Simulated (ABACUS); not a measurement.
## AlRu under changes of volume

One of the cells (13.387 Å³/atom); the others are scaled copies at fixed shape and fractional positions:

```
Ru Al
1.0
     2.99160    0.00000    0.00000
     0.00000    2.99160    0.00000
     0.00000    0.00000    2.99160
Ru Al
1 1
Direct
  0.50000 0.50000 0.50000
  0.00000 0.00000 0.00000
```

- Program: ABACUS 3.10.1
- Functional: PBE
- Potentials or basis: PseudoDojo NC SR 0.4.1 PBE standard
- Cutoff: 1143 eV
- Density cutoff: 4572 eV
- Basis: plane waves
- k mesh: 9 × 9 × 9
- Occupations: fermi-dirac, width 0.05 eV
- Spin: no spin polarisation

```csv
volume (Å³/atom),energy over the lowest point (meV/atom),pressure (GPa)
12.584,?,?
12.851,24.32,12.1
13.119,8.47,7.0
13.387,0.63,2.5
13.655,0.00,-1.6
13.922,5.84,-5.3
14.190,17.49,-8.6
```

**Question.** What does the run at 12.584 Å³/atom give?

**Answer.** Energy over the lowest point 49.09 meV/atom; pressure 17.7 GPa.

Worked out: A Birch-Murnaghan fit of order 3 (a polynomial in V^(-2/3)) to the other rows has its minimum at 13.54 Å³/atom with B0 = V·E''(V) = 204 GPa and B' = 4.4. It gives 49.00 meV/atom at 12.584 Å³/atom, against the run's 49.09, and -dE/dV = 17.7 GPa, against 17.7.

Energies are extrapolated to zero smearing.
